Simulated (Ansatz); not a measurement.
## BN: an elastic constant from a strain scan

These are results of DFT r2SCAN, scalar-relativistic, plane waves, PAW in Ansatz 0.2.0, not measurements. Cutoff 500 eV, Γ-centred 12×12×12 k-points, Gaussian smearing of 0.05 eV. No spin polarisation. Energies are free energies at this smearing, counted from the undisturbed cell; pressure is positive in compression.

Zero of the scan (as given, not relaxed at this level; it stands at -0.3 GPa; this form isn't the usual structure):

```yaml
crystal:
  lattice:
    - [1.25112, 0.72234, 3.37293]
    - [-1.25112, 0.72234, 3.37293]
    - [0.00000, -1.44467, 3.37293]
  atoms:
    - { symbol: B, position: [0.99967, 0.99967, 0.99967] }
    - { symbol: N, position: [0.33276, 0.33276, 0.33276] }
```

The cell holds layers and no dispersion correction was added, so their binding is poorly described.

The cell is strained by ε times the Voigt pattern (0, 1, 0, 0, 0, 0) (xx, yy, zz, yz, xz, xy; engineering shear) with fractional coordinates fixed. The cell holds 2 atoms in V0 = 18.29 Å³. The stress column is τ = (1/V0) dE/dε, got from the stress tensor σ (compression positive) at each point as −det(1 + εP) σ : P(1 + εP)⁻¹, with P the pattern as a tensor.

```csv
ε,ΔE (meV/atom),τ (GPa)
-0.0200,10.262,-19.095
-0.0100,2.309,-8.883
0.0000,0.000,0.688
0.0050,0.851,5.246
0.0150,6.352,13.933
0.0200,?,?
```

Question: Which combination of elastic constants does this scan measure, and how large is it?

Answer: For small ε, τ = τ0 + Kε with K = pᵀCp, which for this pattern is C22 in the Cartesian frame shown. The parabola through τ at ε = -0.0100, 0 and 0.0050 has slope K = 927 GPa at zero. The energies per cell, E = NΔE, of the same two points give K = 2[E(ε₊)/ε₊ − E(ε₋)/ε₋]/[(ε₊ − ε₋)V0] = 937 GPa, in agreement. These are clamped-ion values.

Question: Predict the withheld row at ε = 0.0200 from the harmonic law, and compare.

Answer: ΔE = V0(τ0 ε + Kε²/2)/N = 11.365 meV/atom and τ = 19.22 GPa. The calculation gives 10.921 meV/atom and 18.07 GPa, a miss of 3.9 % of the harmonic energy, so the harmonic law still holds here.

Forces appear on the atoms along this scan, and letting them relax would lower the energy and soften the response.